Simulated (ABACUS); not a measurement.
Here is an ABACUS 3.10.1 calculation.

Contents of INPUT:

```
INPUT_PARAMETERS
suffix              Sc
calculation         scf
basis_type          pw
pseudo_dir          ./
symmetry            1
dft_functional      pbe
ecutwfc             79
pseudo_rcut         10
nspin               1
nbands              27
ks_solver           dav
smearing_method     fd
smearing_sigma      0.00367493
scf_thr             1e-08
scf_nmax            100
mixing_type         broyden
mixing_beta         0.7
cal_force           1
cal_stress          1
out_chg             1
out_pot             2
out_elf             1
```

The input STRU:

```
ATOMIC_SPECIES
Sc 44.9559 Sc.upf

LATTICE_CONSTANT
1.8897261246

LATTICE_VECTORS
5.4226760000 0.0000000000 0.0000000000
0.0000000000 5.4226760000 0.0000000000
0.0000000000 0.0000000000 3.4352060000

ATOMIC_POSITIONS
Direct

Sc
0.0
4
0.0000000000 0.5000000000 0.4673360000 1 1 1
0.5000000000 0.0000000000 0.5326640000 1 1 1
0.0000000000 0.0000000000 0.0000000000 1 1 1
0.5000000000 0.5000000000 0.0000000000 1 1 1
```

Contents of KPT:

```
K_POINTS
0
Gamma
5 5 8 0 0 0
```

Potentials or basis: PseudoDojo NC SR 0.4.1 PBE standard, plane waves.

Command:

```console
$ OMP_NUM_THREADS=1 mpirun -np 4 abacus > log
```

(1) Predict the largest force.

(2) What does it give for the pressure?

(3) What does it give for the band gap on the k mesh?

Answers

(1) 0.213 eV/Å.

(2) -0.9 GPa.

(3) none (metal or under the smearing width).
